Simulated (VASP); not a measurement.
# SnO (Pm-3m) in VASP: notebook, part 2 of 3

VASP 6.6.1. Earlier steps stand in the parts before.

## Step 3: Phonons, PBEsol

POSCAR

```
SnO
1.0
    3.1319300000      0.0000000000      0.0000000000
    0.0000000000      3.1319300000      0.0000000000
    0.0000000000      0.0000000000      3.1319300000
Sn O
1 1
Direct
    0.0000000000      0.0000000000      0.0000000000
    0.5000000000      0.5000000000      0.5000000000
```

INCAR.step1

```
SYSTEM = SnO
  PREC = Accurate
  ENCUT = 600
  EDIFF = 1E-8
  ISMEAR = 0
  SIGMA = 0.02
  LREAL = .False.
  LASPH = .True.
  NELM = 80
  ALGO = Normal
  ISIF = 3
  LWAVE = .False.
  LCHARG = .False.
  GGA = PS
  IBRION = 2
  NSW = 40
  EDIFFG = -0.002
```

INCAR.step2

```
SYSTEM = SnO
  PREC = Accurate
  ENCUT = 600
  EDIFF = 1E-8
  ISMEAR = 0
  SIGMA = 0.02
  LREAL = .False.
  LASPH = .True.
  NELM = 80
  ALGO = Normal
  ISIF = 2
  LWAVE = .False.
  LCHARG = .False.
  GGA = PS
  IBRION = 8
  NSW = 1
```

KPOINTS

```
Automatic mesh
0
Gamma
  7 7 7
  0 0 0
```

Potentials or basis: VASP PAW PBE potentials, release 64 (Sn_d, O).

The run is started by

```console
$ cat potpaw_PBE.64/Sn_d/POTCAR potpaw_PBE.64/O/POTCAR > POTCAR
$ cp INCAR.step1 INCAR
$ mpirun -np 1 vasp_std > vasp.out
$ cp CONTCAR POSCAR
$ cp INCAR.step2 INCAR
$ mpirun -np 1 vasp_std > vasp.out
```

OUTCAR:

```text
SYSTEM = SnO
   PREC = Accurate
   ENCUT = 600
   EDIFF = 1E-8
   ISMEAR = 0
   LREAL = .False.
   LASPH = .True.
   NELM = 80
   ISIF = 2
   GGA = PS
   IBRION = 8
   NSW = 1

 ion  position               nearest neighbor table
   1  0.000  0.000  0.000-   2 2.67   2 2.67   2 2.67   2 2.67   2 2.67   2 2.67   2 2.67   2 2.67

   2  0.500  0.500  0.500-   1 2.67   1 2.67   1 2.67   1 2.67   1 2.67   1 2.67   1 2.67   1 2.67

  LATTYP: Found a simple cubic cell.
 ALAT       =     3.0814606627

  Lattice vectors:

 A1 = (   3.0814606627,   0.0000000000,   0.0000000000)
 A2 = (   0.0000000000,   3.0814606627,   0.0000000000)
 A3 = (   0.0000000000,   0.0000000000,   3.0814606627)

Analysis of symmetry for initial positions (statically):
[... 566 lines left out ...]

  energy without entropy =       -0.36164020

------------------------ aborting loop because EDIFF is reached ----------------------------------------

 INTERNAL STRAIN TENSOR  FOR ION    2  DIRECTION 1   (eV/Angst):
 -----------------------------------------------------------------------------
    -0.05649 -0.00000  0.00000
    -0.00000  0.02190  0.00000
     0.00000  0.00000  0.02190

 INTERNAL STRAIN TENSOR FOR ION    2 for displacements in x,y,z  (eV/Angst):
          X           Y           Z          XY          YZ          ZX
  --------------------------------------------------------------------------------
  x     0.00000     0.00000     0.00000     0.00000     0.00000     0.00000
  y     0.00000     0.00000     0.00000     0.00000     0.00000     0.00000
  z     0.00000     0.00000     0.00000     0.00000     0.00000     0.00000

 SECOND DERIVATIVES (NOT SYMMETRIZED)
 ------------------------------------
               1X          1Y          1Z          2X          2Y          2Z
  1X     3.800217   -0.000000    0.000000   -3.800217    0.000000    0.000000
  1Y     0.000000    3.800217   -0.000000    0.000000   -3.800217    0.000000
  1Z    -0.000000    0.000000    3.800217    0.000000    0.000000   -3.800217
  2X    -3.785281    0.000000    0.000000    3.785281   -0.000000    0.000000
  2Y     0.000000   -3.785281   -0.000000   -0.000000    3.785281    0.000000
  2Z    -0.000000   -0.000000   -3.785281    0.000000    0.000000    3.785281

 Eigenvectors and eigenvalues of the dynamical matrix
 ----------------------------------------------------

   1 f  =    0.005169 THz     0.032478 2PiTHz    0.172419 cm-1     0.021377 meV
             X         Y         Z           dx          dy          dz
      0.000000  0.000000  0.000000     0.925140    0.157863   -0.002961
      1.540730  1.540730  1.540730     0.340314    0.058070   -0.001089
[... 21 lines left out ...]
   6 f/i=    8.102106 THz    50.907033 2PiTHz  270.257163 cm-1    33.507603 meV
             X         Y         Z           dx          dy          dz
      0.000000  0.000000  0.000000    -0.345234    0.000000   -0.000000
      1.540730  1.540730  1.540730     0.938517   -0.000000   -0.000000

--------------------------------------------------------------------------------------------------------

 ELASTIC MODULI CONTR FROM IONIC RELAXATION (kBar)
 Direction    XX          YY          ZZ          XY          YZ          ZX
 --------------------------------------------------------------------------------
 XX           0.0000      0.0000      0.0000      0.0000      0.0000      0.0000
 YY           0.0000      0.0000      0.0000      0.0000      0.0000      0.0000
 ZZ           0.0000      0.0000      0.0000      0.0000      0.0000      0.0000
 XY           0.0000      0.0000      0.0000      0.0000      0.0000      0.0000
 YZ           0.0000      0.0000      0.0000      0.0000      0.0000      0.0000
 ZX           0.0000      0.0000      0.0000      0.0000      0.0000      0.0000
 --------------------------------------------------------------------------------
```

It took 1.7 min on 1 thread of Intel Xeon 6975P-C (Granite Rapids), shared host; peak memory 0.19 GiB.

What came out:

```
Relaxed volume                                          : 14.63 Å³/atom
Relaxed cell                                            : a = 3.081 Å, b = 3.081 Å, c = 3.081 Å, α = 90.00°, β = 90.00°, γ = 90.00°
Space group after relaxing (to 0.05 Å)                  : Pm-3m (No. 221)
Highest phonon frequency at Γ, LO-TO splitting left out : 0 cm⁻¹
Most unstable mode                                      : 270i cm⁻¹
```

The path:
| step | energy change (eV) | largest force (eV/Å) | pressure (GPa) | volume (Å³) |
| --- | --- | --- | --- | --- |
| 1 | 0.0000 | 0.0000 | -5.00 | 30.72 |
| 2 | -0.0190 | 0.0000 | 2.58 | 28.64 |
| 3 | -0.0238 | 0.0000 | 0.00 | 29.26 |

Final structure:
```
Sn O
1.0
     3.08146    0.00000    0.00000
     0.00000    3.08146    0.00000
     0.00000    0.00000    3.08146
Sn O
1 1
Direct
  0.00000 0.00000 0.00000
  0.50000 0.50000 0.50000
```

Phonon frequencies in cm⁻¹ (negative: imaginary):
```
              q point           frequencies
(0.000, 0.000, 0.000)  -270 -270 -270 0 0 0
```

Caveat: some modes are imaginary; the PAW data sets were made with another functional, which shifts forces and pressure a little.

## Step 4: Elastic constants, PBEsol

POSCAR is that of step 3.

INCAR.step1

```
PREC     = Accurate       # precision mode
ENCUT    = 600            # plane-wave cutoff, eV
EDIFF    = 1E-8           # SCF threshold, eV
ISMEAR   = 0              # smearing method
SIGMA    = 0.02           # smearing width, eV
LREAL    = False          # projectors in reciprocal space
LASPH    = True           # aspherical terms in the spheres
NELM     = 80             # most SCF steps
ALGO     = Normal         # electronic algorithm
ISIF     = 3              # what is computed and relaxed
LWAVE    = False          # write WAVECAR
LCHARG   = False          # write CHGCAR
GGA      = PS             # functional
IBRION   = 2              # ionic algorithm
NSW      = 40             # ionic steps
EDIFFG   = -0.002         # ionic threshold
```

INCAR.step2

```
PREC     = Accurate       # precision mode
ENCUT    = 600            # plane-wave cutoff, eV
EDIFF    = 1E-8           # SCF threshold, eV
ISMEAR   = 0              # smearing method
SIGMA    = 0.02           # smearing width, eV
LREAL    = False          # projectors in reciprocal space
LASPH    = True           # aspherical terms in the spheres
NELM     = 80             # most SCF steps
ALGO     = Normal         # electronic algorithm
ISIF     = 3              # what is computed and relaxed
LWAVE    = False          # write WAVECAR
LCHARG   = False          # write CHGCAR
GGA      = PS             # functional
IBRION   = 6              # ionic algorithm
NFREE    = 2            
POTIM    = 0.015          # step
NSW      = 1              # ionic steps
```

KPOINTS

```
Automatic mesh
0
Gamma
  7 7 7
```

Potentials or basis: VASP PAW PBE potentials, release 64 (Sn_d, O).

The run is started by

```console
$ cat potpaw_PBE.64/Sn_d/POTCAR potpaw_PBE.64/O/POTCAR > POTCAR
$ cp INCAR.step1 INCAR
$ mpirun -np 1 vasp_std > vasp.out
$ cp CONTCAR POSCAR
$ cp INCAR.step2 INCAR
$ mpirun -np 1 vasp_std > vasp.out
```

OUTCAR:

```text
PREC = Accurate
   ENCUT = 600
   EDIFF = 1E-8
   ISMEAR = 0
   LREAL = False
   LASPH = True
   NELM = 80
   ISIF = 3
   GGA = PS
   IBRION = 6
   NFREE = 2
   POTIM = 0.015
   NSW = 1

 ion  position               nearest neighbor table
   1  0.000  0.000  0.000-   2 2.67   2 2.67   2 2.67   2 2.67   2 2.67   2 2.67   2 2.67   2 2.67

   2  0.500  0.500  0.500-   1 2.67   1 2.67   1 2.67   1 2.67   1 2.67   1 2.67   1 2.67   1 2.67

  LATTYP: Found a simple cubic cell.
 ALAT       =     3.0814606627

  Lattice vectors:

 A1 = (   3.0814606627,   0.0000000000,   0.0000000000)
 A2 = (   0.0000000000,   3.0814606627,   0.0000000000)
 A3 = (   0.0000000000,   0.0000000000,   3.0814606627)

Analysis of symmetry for initial positions (statically):
=====================================================================
 Subroutine PRICEL returns:
 Original cell was already a primitive cell.

 Routine SETGRP: Setting up the symmetry group for a
 simple cubic supercell.

 Subroutine GETGRP returns: Found 48 space group operations
 (whereof 48 operations were pure point group operations)
 out of a pool of 48 trial point group operations.

The static configuration has the point symmetry O_h .

Analysis of symmetry for dynamics (positions and initial velocities):
=====================================================================
 Subroutine PRICEL returns:
 Original cell was already a primitive cell.

[... 771 lines left out ...]
  external PRESSURE =       0.2089604 kB  Pullay stress =       0.0000000 kB
[... 17 lines left out ...]
  FREE ENERGIE OF THE ION-ELECTRON SYSTEM (eV)
  ---------------------------------------------------
  free  energy   TOTEN  =       -10.6363368354 eV

  energy  without entropy=      -10.6363368354  energy(sigma->0) =      -10.63633684

 INTERNAL STRAIN TENSORS FROM STRAINED CELLS
 ============================================

 INTERNAL STRAIN TENSOR FOR ION    1 for displacements in x,y,z  (eV/Angst):
          X           Y           Z          XY          YZ          ZX
  --------------------------------------------------------------------------------
  x     0.00000     0.00000     0.00000     0.00000     0.00000     0.00000
  y     0.00000     0.00000     0.00000    -0.00000     0.00000     0.00000
  z     0.00000     0.00000     0.00000     0.00000     0.00000     0.00000

 INTERNAL STRAIN TENSORS FROM DISPLACED ATOMS
 ============================================

 INTERNAL STRAIN TENSOR FOR ION    1 for displacements in x,y,z  (eV/Angst):
          X           Y           Z          XY          YZ          ZX
  --------------------------------------------------------------------------------
  x     0.00000     0.00000     0.00000     0.00000     0.00000     0.00000
  y     0.00000     0.00000     0.00000     0.00000     0.00000     0.00000
  z     0.00000     0.00000     0.00000     0.00000     0.00000     0.00000

 INTERNAL STRAIN TENSOR FOR ION    2 for displacements in x,y,z  (eV/Angst):
          X           Y           Z          XY          YZ          ZX
  --------------------------------------------------------------------------------
  x     0.00000     0.00000     0.00000     0.00000     0.00000     0.00000
  y     0.00000     0.00000     0.00000     0.00000     0.00000     0.00000
  z     0.00000     0.00000     0.00000     0.00000     0.00000     0.00000

 Eigenvectors and eigenvalues of the dynamical matrix
 ----------------------------------------------------

   1 f  =    0.000036 THz     0.000226 2PiTHz    0.001201 cm-1     0.000149 meV
             X         Y         Z           dx          dy          dz
      0.000000  0.000000  0.000000     0.938738    0.000000   -0.000000
      1.540730  1.540730  1.540730     0.344631   -0.000000    0.000000
[... 21 lines left out ...]
   6 f/i=    8.104132 THz    50.919765 2PiTHz  270.324757 cm-1    33.515983 meV
             X         Y         Z           dx          dy          dz
      0.000000  0.000000  0.000000     0.344631   -0.000000   -0.000000
      1.540730  1.540730  1.540730    -0.938738   -0.000000    0.000000

--------------------------------------------------------------------------------------------------------

 ELASTIC MODULI CONTR FROM IONIC RELAXATION (kBar)
 Direction    XX          YY          ZZ          XY          YZ          ZX
 --------------------------------------------------------------------------------
 XX           0.0000      0.0000      0.0000      0.0000      0.0000      0.0000
 YY           0.0000      0.0000      0.0000      0.0000      0.0000      0.0000
 ZZ           0.0000      0.0000      0.0000      0.0000      0.0000      0.0000
 XY           0.0000      0.0000      0.0000      0.0000      0.0000      0.0000
 YZ           0.0000      0.0000      0.0000      0.0000      0.0000      0.0000
 ZX           0.0000      0.0000      0.0000      0.0000      0.0000      0.0000
 --------------------------------------------------------------------------------

 TOTAL ELASTIC MODULI (kBar)
 Direction    XX          YY          ZZ          XY          YZ          ZX
 --------------------------------------------------------------------------------
 XX        2111.5494    665.5055    665.5055     -0.0000      0.0000      0.0000
 YY         665.5055   2111.5494    665.5055     -0.0000     -0.0000     -0.0000
 ZZ         665.5055    665.5055   2111.5494     -0.0000      0.0000     -0.0000
 XY          -0.0000     -0.0000     -0.0000    -89.4675      0.0000      0.0000
 YZ           0.0000     -0.0000      0.0000      0.0000    -89.4675      0.0000
 ZX           0.0000     -0.0000     -0.0000      0.0000      0.0000    -89.4675
 --------------------------------------------------------------------------------
```

OUTCAR.step1:

```text
PREC = Accurate
   ENCUT = 600
   EDIFF = 1E-8
   ISMEAR = 0
   LREAL = False
   LASPH = True
   NELM = 80
   ISIF = 3
   GGA = PS
   IBRION = 2
   NSW = 40
   EDIFFG = -0.002
[... 280 lines left out ...]
      2     -13.0954      2.00000
      3     -12.6893      2.00000
      4     -12.6893      2.00000
      5     -12.6893      2.00000
      6      -9.6471      2.00000
      7       1.0656      2.00000
      8       5.9022      2.00000
      9       5.9022      2.00000
     10       5.9022      2.00000
     11      16.5675      0.00000
     12      16.5675      0.00000
     13      16.8332      0.00000
     14      16.8332      0.00000
[... 350 lines left out ...]
  FREE ENERGIE OF THE ION-ELECTRON SYSTEM (eV)
  ---------------------------------------------------
  free  energy   TOTEN  =       -10.6378592087 eV

  energy  without entropy=      -10.6378592087  energy(sigma->0) =      -10.63785921

 reached required accuracy - stopping structural energy minimisation
```

It took 4.6 min on 1 thread of Intel Xeon 6975P-C (Granite Rapids), shared host; peak memory 0.22 GiB.

What came out:

```yaml
Relaxed_volume: 14.63 Å³/atom
Relaxed_cell: a = 3.081 Å, b = 3.081 Å, c = 3.081 Å, α = 90.00°, β = 90.00°, γ = 90.00°
Space_group_after_relaxing_to_0.05_Å: Pm-3m (No. 221)
Elastic_constants_C11_C12_C44: 211, 67, -9 GPa
Voigt_bulk_modulus: 115 GPa
Highest_phonon_frequency_at_Γ_LO-TO_splitting_left_out: 0 cm⁻¹
Most_unstable_mode: 270i cm⁻¹
```

Step by step:
```csv
step,energy change (eV),largest force (eV/Å),pressure (GPa),volume (Å³)
1,0.0000,0.0000,-5.00,30.72
2,-0.0190,0.0000,2.58,28.64
3,-0.0238,0.0000,0.00,29.26
```

Final structure:
```cif
data_structure
_symmetry_space_group_name_H-M 'P 1'
_symmetry_Int_Tables_number 1
_cell_length_a 3.0815
_cell_length_b 3.0815
_cell_length_c 3.0815
_cell_angle_alpha 90.000
_cell_angle_beta 90.000
_cell_angle_gamma 90.000
_cell_volume 29.26
loop_
_atom_site_label
_atom_site_type_symbol
_atom_site_fract_x
_atom_site_fract_y
_atom_site_fract_z
_atom_site_occupancy
Sn1 Sn 0.00000 0.00000 0.00000 1
O1 O 0.50000 0.50000 0.50000 1
```

Phonon frequencies in cm⁻¹ (negative: imaginary):
| q point | frequencies |
| --- | --- |
| (0.000, 0.000, 0.000) | -270 -270 -270 0 0 0 |

Elastic tensor in Voigt notation (GPa, in the Cartesian axes of the cell as first typed):
```
211  67  67   0   0   0
 67 211  67   0   0   0
 67  67 211   0   0   0
  0   0   0  -9   0   0
  0   0   0   0  -9   0
  0   0   0   0   0  -9
```

Clamped-ion elastic tensor (GPa):
```
211  67  67   0   0   0
 67 211  67   0   0   0
 67  67 211   0   0   0
  0   0   0  -9   0   0
  0   0   0   0  -9   0
  0   0   0   0   0  -9
```

Caveat: some modes are imaginary; the elastic tensor has a negative eigenvalue, so either the cell is unstable as it stands or the mesh is too thin; the PAW data sets were made with another functional, which shifts forces and pressure a little.

(Part 2 of 3 ends here.)
